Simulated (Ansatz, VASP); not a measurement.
MgO in VASP and in Ansatz

```xyz
4
Lattice="3.3388 0.0000 0.0000 -1.6694 2.8915 0.0000 0.0000 0.0000 4.0383" Properties=species:S:1:pos:R:3 pbc="T T T"
Mg    0.0000    1.9276   -0.2504
Mg    1.6694    0.9638    1.7688
O     0.0000    1.9276    1.7688
O     1.6694    0.9638    3.7880
```

Change from the starting cell: volume scaled by 0.8, LAPW.

Alike in both runs: task single point; functional PBE; k mesh 12 × 12 × 7; occupations fermi-dirac, width 0.08 eV; no spin polarisation.

|  | VASP | Ansatz |
| --- | --- | --- |
| version | VASP 6.6.1 | Ansatz 0.2.0 |
| potentials or method | VASP PAW PBE potentials, release 64 (Mg, O), cutoff 520 eV | all-electron LAPW, scalar-relativistic |

Ansatz gave:

* gap on the k mesh at the Fermi level (eV): 4.08
* pressure (GPa): 26.2
* largest component of the traceless stress (GPa): 0.05

Problem. Which values does VASP return?

Solution. gap on the k mesh at the Fermi level (eV): 4.07; pressure (GPa): 25.9; largest component of the traceless stress (GPa): 0.24.

Ansatz ran all-electron here, so the differences hold the error of VASP's frozen core and of both bases. Ansatz warned: «structure_snapped_to_symmetry».

Caveats: so large a pressure means that the cell lies far from this level's equilibrium, or that cutoff or potentials fall short (VASP); an odd mesh through Γ misses points on the zone boundary, where band edges often lie.
